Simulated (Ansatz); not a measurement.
Relaxed-ion elastic tensor of ZrO₂ in space group P4_2/nmc (No. 137; Zr on 2a, O on 4d) in GPa (Voigt order), LDA (plane waves, PAW; program Ansatz); density 6.33 g/cm³, 10.78 Å³ per atom.

```json
[
 {"": "1", "1": "400", "2": "237", "3": "75.3", "4": "0.0", "5": "0.0", "6": "0.0"},
 {"": "2", "1": "237", "2": "400", "3": "75.3", "4": "0.0", "5": "0.0", "6": "0.0"},
 {"": "3", "1": "75.3", "2": "75.3", "3": "353", "4": "0.0", "5": "0.0", "6": "0.0"},
 {"": "4", "1": "0.0", "2": "0.0", "3": "0.0", "4": "47.0", "5": "0.0", "6": "0.0"},
 {"": "5", "1": "0.0", "2": "0.0", "3": "0.0", "4": "0.0", "5": "47.0", "6": "0.0"},
 {"": "6", "1": "0.0", "2": "0.0", "3": "0.0", "4": "0.0", "5": "0.0", "6": "183"}
]
```

Is the crystal mechanically stable?

Yes: the smallest eigenvalue of C is 47.0 GPa.

Work out the Voigt, Reuss and Hill averages.

K_V = 214, K_R = 205, K_H = 210; G_V = 106, G_R = 75.3, G_H = 90.9 GPa.

Give Young's modulus, Poisson's ratio, Pugh's ratio and the universal anisotropy index.

E = 9KG/(3K + G) = 238 GPa; ν = 0.31; K/G = 2.31 (ductile by the Pugh limit of 1.75); A_U = 5G_V/G_R + K_V/K_R − 6 = 2.11.

Estimate the sound speeds and the Debye temperature.

v_l = √((K + 4G/3)/ρ) = 7230 m/s, v_t = √(G/ρ) = 3790 m/s, mean 4240 m/s; Θ = (h/k)(3n/4πV)^(1/3) v_m = 571 K.

Solve the Christoffel equation for the three sound speeds along x, y, z.

Eigenvalues of C_ijkl n_j n_l equal ρv². In km/s, slowest first: x 2.72, 5.39, 7.95; y 2.72, 5.39, 7.95; z 2.72, 2.72, 7.47.

How much does each axis shrink under pressure?

Linear compressibilities β_i = Σ_j S_ij (j = 1 to 3): x 1.3, y 1.3, z 2.3 per TPa.

This is a known high-temperature phase of the composition, computed here at zero pressure and temperature. The LDA relaxation kept the symmetry of its start; phonons on a q-mesh show no instability. No spin polarisation was allowed.

Potentials: the later of the program's two PAW sets.
